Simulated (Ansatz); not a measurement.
# Ti (Im-3m) in Ansatz: notebook, part 2 of 2

Ansatz 0.2.0.

**5. Projected density of states, PBE-PBEsol, spin-orbit coupling, no magnetisation**

The input, input.yaml:

```yaml
crystal:
  lattice:
    - [-1.641, 1.641, 1.641]
    - [1.641, -1.641, 1.641]
    - [1.641, 1.641, -1.641]
  atoms:
    - { symbol: Ti, position: [0.0, 0.0, 0.0] }
kpoints:
  mp_grid: { grid: [8, 8, 8] }
  band_path:
    path:
      - [0.0, 0.0, 0.0]
      - [0.5, -0.5, 0.5]
      - [0.0, 0.0, 0.5]
      - [0.0, 0.0, 0.0]
      - [0.25, 0.25, 0.25]
      - [0.5, -0.5, 0.5]
    npoints: 10
scf:
  occupations: { method: fermi_dirac, width: 0.05 }
hamiltonian:
  xc: { exchange: pbe, correlation: pbesol }
  pseudopotentials: { kind: all_electron, lapw: { basis_error: 0.001 } }
magnetization:
  noncollinear: true
  spin_orbit: true
output:
  forces: true
  stress: true
  eigenvalues: true
  fatbands: true
  dos: { projected: true, de: 0.1, e_range: [-10, 6] }
  populations: true
```

Potentials or basis: all-electron LAPW, relativistic spinors.

The run is started by

```sh
> ansatz run input.yaml --threads 1 --pin off --max-ram 2560MiB --backend cpu --events-out ev --progress --plain --runs-dir out
```

Output:

```text
Warning: RAYON_NUM_THREADS=1 ignored (pool sized by the plan → 1); use --threads N
Ti: projections on atomic orbitals take those of the free atom 1s2 2s2 2p6 3s2 3p6 3d2 4s2, of charge +0.00 (hamiltonian.pseudopotentials.projection_atoms)
LAPW: plane waves up to 7.772 Å⁻¹, error target 1.0e-3 eV per atom; Dirac's equation on spinors; Ti in spheres of 1.421 Å, 12 of its electrons in bands (how accurate: hamiltonian.pseudopotentials.lapw.basis_error, Limitations)
Engine: ansatz 0.2.0, x86_64-unknown-linux-gnu
Pseudopotentials: kind: all_electron
Pseudopotential: Ti, LAPW, valence charge 12, lapw/all_electron/dirac/gaussian/Ti, Dirac's equation, gaussian nucleus
Functional definition: unnamed
  exchange = pbe_x
  correlation = pbe_c(beta = 0.046)
non-collinear run that drives no moment, with spin-orbit: no starting moment large enough to seed its density (crystal.atoms[].spin), no starting occupations that ask for one, no magnetisation constraint and no magnetic field, so the semilocal B_xc is pinned to zero
Crystal: 1 atoms, lattice volume = 17.676 Å³
Basis set: ecut = 230.15682320317705 eV, 141 PW (Γ), exchange–correlation at level 2
Bands: 20, of which v1, the nominal top of the filled ones, is band 12 counted from 1 (11 counted from 0)
Symmetry: 48 space group operations + 48 with time reversal
Magnetic group: BNS 229.141 (UNI 1643), of the structure as read, at distance tolerance 2.6e-5 Å
k-points: 29 of 512
Non-local potential: Ti, projectors of the file, none
Initial density: superposition of atomic densities (chi_scale 0.1, normalization cell)
Initial wavefunctions: plane waves of lowest kinetic energy (no species holds an atomic orbital)
Functional: x = pbe(κ = 0.804, μ = 0.2195149727645171), c = pbesol(β = 0.046)
iter 1 solved again at ethr=4.75e-4 eV; its pass at ethr=1.00e-1 eV (dr2=5.70e-2 eV) is discarded
SCF iter   1: F=—  HF=-23237.295875 eV  |F-HF|=—  |Δ(HF+E_count)|=         —  Δρ=2.06e-2  dr2=5.76e-2  dr2_m=0.00e0 (ungated)  ethr=4.75e-4  |M|=0.00e0 ∫|m|=0.00e0 μB  β_m=0.30  ⟨swp⟩=3.0  Hψ=4024  notcnv=0
preconditioner: auto → none  [metal: Δε(μ)=0.039 eV  Ē_g=4.342 eV  σ=0.050 eV  W_gap=0.19  n_scr=0 (ndim 8)  ℏωp=17.7 eV  f_vac=0.000  D(μ)=2.59/eV (n_scr^D=42)]
SCF iter   2: F=—  HF=-23237.174622 eV  |F-HF|=—  |Δ(HF+E_count)|=   1.21e-1  Δρ=7.89e-3  dr2=8.40e-3  dr2_m=0.00e0 (ungated)  ethr=4.75e-4  |M|=0.00e0 ∫|m|=0.00e0 μB  β_m=0.35  ⟨swp⟩=2.1  Hψ=1800  notcnv=0  defer=2
SCF iter   3: F=—  HF=-23237.169343 eV  |F-HF|=—  |Δ(HF+E_count)|=   5.28e-3  Δρ=2.90e-3  dr2=1.12e-3  dr2_m=0.00e0 (ungated)  ethr=7.00e-5  |M|=0.00e0 ∫|m|=0.00e0 μB  β_m=0.62  ⟨swp⟩=2.0  Hψ=1614  notcnv=0  defer=2
iter 4 solved again at ethr=1.17e-9 eV; its pass at ethr=9.32e-6 eV (dr2=1.40e-7 eV) is discarded
SCF iter   4: F=—  HF=-23237.169603 eV  |F-HF|=—  |Δ(HF+E_count)|=   2.59e-4  Δρ=4.61e-5  dr2=1.48e-7  dr2_m=0.00e0 (ungated)  ethr=1.17e-9  |M|=0.00e0 ∫|m|=0.00e0 μB  β_m=0.73  ⟨swp⟩=3.8  Hψ=2940  notcnv=0
SCF iter   5: F=—  HF=-23237.169600 eV  |F-HF|=—  |Δ(HF+E_count)|=   2.92e-6  Δρ=3.02e-5  dr2=9.91e-8  dr2_m=0.00e0 (ungated)  ethr=1.17e-9  |M|=0.00e0 ∫|m|=0.00e0 μB  β_m=0.82  ⟨swp⟩=3.0  Hψ=1694  notcnv=0
SCF iter   6: F=-23237.169600 eV  HF=-23237.169600 eV  |F-HF|=3.41e-9  |Δ(HF+E_count)|=   2.60e-7  Δρ=3.45e-6  dr2=1.12e-9  dr2_m=0.00e0 (ungated)  ethr=8.26e-10  |M|=0.00e0 ∫|m|=0.00e0 μB  ⟨swp⟩=3.0  Hψ=1676  notcnv=0
SCF 1 converged in 6 iterations: F = -23237.169600 eV  dr2 = 1.12e-9
NSCF: frozen V_eff on 51 k-points
SCF converged after 6 iterations
Magnetization: |M| = 0.0000 μB,  M = (+0.0000, +0.0000, +0.0000) μB
Absolute magnetization: 0.0000 μB (∫|m|)
  site 0: m = (+0.0000, +0.0000, +0.0000) μB, |m| = 0.0000 μB  (R = 1.42 Å)
Free energy (F): -23237.169600 eV
Harris-Foulkes:  -23237.169600 eV  (|F-HF|=3.41e-9)
Internal energy: -23237.150322 eV  (E = F + TS)
E sigma→0 (E₀):  -23237.159961 eV
Entropy (-TS):   -0.019278 eV (-19.278 meV/atom)
Fermi energy:    13.230411 eV
--- Per-component energies (eV) ---
  E_band       = -155.527657
  E_kinetic    = 23458.892763
  E_xc         = -1151.749808
  E_electrostatic = -45544.293277  (all electrons and nuclei)
  E_smearing   = -0.019278  (= −TS)
  E_closure    = 0.000000  (closes the sum)
  E_atoms      = -23230.728280  (free atoms, spherical and without spin; not in F)
  Σ components = -23237.169600   (vs F -23237.169600, Δ=0.00e0)
  Basis errors (estimates in eV, not in F): energy 1.1e-4 per atom: plane waves 9.7e-5 (5.1e-5 summed), levels above the bands 4.0e-70, relativity 1.6e-8, radial functions 1.4e-5, core shells 4.1e-8; eigenvalues (radial functions only) 1.0e-6; not estimated: angular momenta, meshes, grids; target (lapw.basis_error) 1.0e-3; muffin-tin radii Ti 1.421 Å
--- Forces (eV/Å), atoms counted from 1 ---
  atom   1  Ti    -0.00000000     0.00000000    -0.00000000
  max |Σ_I F_I| component: 3.47e-29 eV/Å
--- Stress (GPa, compression-positive) ---
       -2.606835      -0.000000       0.000000
       -0.000000      -2.606835      -0.000000
        0.000000      -0.000000      -2.606835
  P = ⅓ Tr σ = -2.6068 GPa (-26.068 kbar)
--- Band table (eV; the first three rows and the last of 29) ---
  k-point 0: bands = ["-43.2569", "-43.2569", "-19.6191", "-19.6191", "-18.9495", "-18.9495", "-18.9495", "-18.9495", "7.3821", "7.3821", "14.1772", "14.1772", "14.1772", "14.1772", "14.2048", "14.2048", "15.9075", "15.9075", "15.9075", "15.9075"]
  k-point 1: bands = ["-43.2389", "-43.2389", "-19.6624", "-19.6624", "-19.0200", "-19.0200", "-18.9633", "-18.9633", "7.8969", "7.8969", "13.9619", "13.9619", "14.0958", "14.0958", "14.5600", "14.5600", "15.6915", "15.6915", "15.9249", "15.9249"]
  k-point 2: bands = ["-43.1953", "-43.1953", "-19.7858", "-19.7858", "-19.1697", "-19.1697", "-18.9927", "-18.9927", "9.2337", "9.2337", "13.4639", "13.4639", "13.6773", "13.6773", "15.5615", "15.5615", "15.6263", "15.6263", "16.0068", "16.0068"]
  k-point 28: bands = ["-43.0461", "-43.0461", "-20.0439", "-20.0439", "-19.3979", "-19.3979", "-19.3979", "-19.3979", "11.1833", "11.1833", "11.1833", "11.1833", "17.0361", "17.0361", "17.0361", "17.0361", "17.0734", "17.0734", "21.4021", "21.4021"]
--- Löwdin populations: 1 site ---
  site symbol       q [e]
     0     Ti     21.8883
  spilling = 0.005076 (of n_electrons = 22.000000)
```

dos.tsv:

```text
# E-E_F[eV]	g_bin_mean(E)[states/eV]	N(E)
# format = ansatz-dos/2
# fermi_ev = 13.230411
# fermi_mp_grid = 8 8 8
# fermi_mp_shift = 0 0 0
# levels_connected = by_index
# tetrahedron_fermi_ev = 13.249594
# g_bin_mean(E): the states in a bin one row spacing wide, centred on E, divided by that spacing. States that the method places at a single energy (under output.dos.method: tetrahedron, those of a tetrahedron whose four corners have one energy) are counted whole in the row whose bin holds that energy (on the edge of two bins, in the lower row). The sum of g_bin_mean over a run of rows, times the row spacing, is the number of states from half a spacing under the first of them to half a spacing over the last (a plain sum, not the trapezoid rule).
-10.000000	0.000000e0	8.000000e0
-9.900000	0.000000e0	8.000000e0
-9.800000	0.000000e0	8.000000e0
-9.700000	0.000000e0	8.000000e0
-9.600000	0.000000e0	8.000000e0
-9.500000	0.000000e0	8.000000e0
[... 153 lines left out ...]
5.900000	3.457188e-1	1.961659e1
6.000000	3.328507e-1	1.965050e1
```

Run time: 11 s. Hardware: 1 thread of Intel Xeon Platinum 8559C (Emerald Rapids), shared host; peak memory 0.35 GiB.

What came out:

- Free energy: -23237.1696 eV
- Pressure: -2.6 GPa
- Band gap along the path: none (metal or under the smearing width)

Levels at the corners of the path, in eV from the Fermi level:
| point | band 8 | band 9 | band 10 | band 11 | band 12 | band 13 | band 14 | band 15 | band 16 | band 17 |
| --- | --- | --- | --- | --- | --- | --- | --- | --- | --- | --- |
| Γ | -32.18 | -5.85 | -5.85 | 0.95 | 0.95 | 0.95 | 0.95 | 0.97 | 0.97 | 2.68 |
| H | -32.63 | -2.05 | -2.05 | -2.05 | -2.05 | 3.81 | 3.81 | 3.81 | 3.81 | 3.84 |
| N | -32.26 | -2.40 | -2.40 | -0.39 | -0.39 | 1.14 | 1.14 | 2.66 | 2.66 | 3.00 |
| Γ | -32.18 | -5.85 | -5.85 | 0.95 | 0.95 | 0.95 | 0.95 | 0.97 | 0.97 | 2.68 |
| P | -32.50 | -0.61 | -0.61 | -0.59 | -0.59 | -0.59 | -0.59 | 3.06 | 3.06 | 3.06 |
| H | -32.63 | -2.05 | -2.05 | -2.05 | -2.05 | 3.81 | 3.81 | 3.81 | 3.81 | 3.84 |

States per cell in windows of 1 eV (zero at the Fermi level; states under -8 eV left out):
```tsv
from (eV)	total	Ti1 3d j=2.5	Ti1 3d j=1.5	Ti1 4s j=0.5	Ti1 3p j=1.5	Ti1 3s j=0.5	Ti1 3p j=0.5
-8.0	0.00	0.00	0.00	0.00	0.00	0.00	0.00
-7.0	0.00	0.00	0.00	0.00	0.00	0.00	0.00
-6.0	0.04	0.00	0.00	0.04	0.00	0.00	0.00
-5.0	0.13	0.00	0.00	0.12	0.00	0.01	0.00
-4.0	0.24	0.03	0.02	0.18	0.00	0.00	0.00
-3.0	0.65	0.21	0.14	0.29	0.00	0.00	0.00
-2.0	1.13	0.57	0.38	0.16	0.00	0.00	0.00
-1.0	1.87	1.02	0.70	0.05	0.01	0.00	0.00
0.0	1.71	0.88	0.61	0.09	0.00	0.00	0.00
1.0	0.66	0.39	0.26	0.01	0.00	0.00	0.00
2.0	2.67	1.59	1.04	0.02	0.00	0.00	0.00
3.0	1.64	0.91	0.58	0.11	0.00	0.00	0.00
4.0	0.53	0.19	0.12	0.12	0.00	0.00	0.00
```

Caveat: the k mesh is thin for a metal, which can move the energy by tens of meV per atom.

**6. Density of states, revPBE-LDA, collinear spin, ferromagnetic start (volume scaled by 0.88)**

The input, input.yaml:

```yaml
crystal:
  lattice:
    - [-1.5725439971, 1.5725439971, 1.5725439971]
    - [1.5725439971, -1.5725439971, 1.5725439971]
    - [1.5725439971, 1.5725439971, -1.5725439971]
  atoms:
    - { symbol: Ti, position: [0.0, 0.0, 0.0], spin: 1.0 }
kpoints:
  mp_grid: { grid: [11, 11, 11] }
scf:
  occupations: { method: tetrahedron }
hamiltonian:
  xc: { exchange: revpbe, correlation: lda }
  pseudopotentials: { kind: all_electron, lapw: { basis_error: 0.0005 } }
magnetization:
  spin_polarized: true
output:
  forces: true
  stress: true
  eigenvalues: true
  dos: { projected: false, de: 0.1, e_range: [-20, 8] }
```

Potentials or basis: all-electron LAPW, scalar-relativistic.

The run is started by

```sh
> ansatz run input.yaml --threads 1 --pin off --max-ram 2560MiB --backend cpu --events-out ev --progress --plain --runs-dir out
```

Wall time 9.6 s (1 thread of Intel Xeon Platinum 8559C (Emerald Rapids), shared host); peak memory 0.34 GiB.

The run converged. Its results:

| Quantity | Value |
| --- | --- |
| Free energy | -23259.1879 eV |
| Pressure | 21.0 GPa |
| Band gap on the k mesh | none (metal or under the smearing width) |
| Net moment | 0.00 μB per cell |
| Absolute moment | 0.00 μB per cell |

Levels at points of the mesh, in eV from the Fermi level:
Spin up:
```tsv
k point	band 2	band 3	band 4	band 5	band 6	band 7	band 8	band 9	band 10	band 11
(0.00, 0.00, 0.00)	-32.18	-32.18	-32.18	-5.96	1.01	1.01	1.01	2.98	2.98	18.38
```
Spin down:
| k point | band 2 | band 3 | band 4 | band 5 | band 6 | band 7 | band 8 | band 9 | band 10 | band 11 |
| --- | --- | --- | --- | --- | --- | --- | --- | --- | --- | --- |
| (0.00, 0.00, 0.00) | -32.18 | -32.18 | -32.18 | -5.96 | 1.01 | 1.01 | 1.01 | 2.98 | 2.98 | 18.38 |

States per cell in windows of 1 eV (zero at the Fermi level; states under -8 eV left out):
```csv
from (eV),up,down
-8.0,0.00,0.00
-7.0,0.00,0.00
-6.0,0.02,0.02
-5.0,0.06,0.06
-4.0,0.11,0.11
-3.0,0.38,0.38
-2.0,0.55,0.55
-1.0,0.85,0.85
0.0,0.87,0.87
1.0,0.23,0.23
2.0,0.84,0.84
3.0,1.16,1.16
4.0,0.38,0.38
5.0,0.21,0.21
6.0,0.16,0.16
7.0,0.13,0.13
```

Caveat: the program warned that the printed levels may be off, so bands, gaps and densities of states are rough; with tetrahedron occupations forces and stress needn't match the slope of the energy; the starting moments weren't kept.

**7. The runs side by side**

```tsv
task	level	potentials or basis	spin	U	fixed moment (μB)	cell	k mesh	cutoff (eV)	smearing	start of the occupations	double counting	hubbard projectors	sphere radius (all atoms)	basis error allowed	other keys	gap on the mesh (eV)	pressure (GPa)	moment (μB)
band structure	PBEsol-PBE	all-electron LAPW, scalar-relativistic	collinear, random start	-	1.0	cell strained at random at fixed volume	11 × 11 × 11	238	tetrahedron	-	-	-	-	0.001 eV/atom	-	-	-4.5	-
projected density of states	PBE+D3(BJ)+ATM+U	all-electron LAPW, scalar-relativistic	collinear, random start	Ti d U = 6 eV	-	as given	11 × 11 × 11	227	tetrahedron	random	fll	ortho-atomic	-	0.001 eV/atom	-	-	34.8	2.63
density of states	RPBE-LYP	all-electron LAPW, scalar-relativistic	off	-	-	as given	11 × 11 × 11	414	fermi-dirac 0.025 eV	-	-	-	0.995 Å	0.002 eV/atom	hamiltonian.pseudopotentials.lapw.muffin_tin_radii = 0.995	none	2.8	-
projected density of states	PBE-PBEsol	all-electron LAPW, relativistic spinors	SOC, no magnetisation	-	-	as given	8 × 8 × 8	230	fermi-dirac 0.05 eV	-	-	-	-	0.001 eV/atom	-	-	-2.6	-
density of states	revPBE-LDA	all-electron LAPW, scalar-relativistic	collinear, ferromagnetic start	-	-	volume scaled by 0.88	11 × 11 × 11	268	tetrahedron	-	-	-	-	0.0005 eV/atom	-	none	21.0	0.00
```

Caveats: with tetrahedron occupations forces and stress needn't match the slope of the energy (some runs); the program warned that the printed levels may be off, so bands, gaps and densities of states are rough (some runs); the total moment is fixed, so each spin has its own Fermi level (some runs); a pressure of tens of GPa on the cell as given is suspect, and the run, the potentials or the cell itself is likely at fault (some runs); the typed start of the occupations wasn't kept (some runs); U is the effective U less J, on atomic orbitals that reach past the spheres (some runs); pairwise dispersion overbinds metals, which lowers pressure and volume (some runs).

Compare energies only between runs with the same functional and basis.
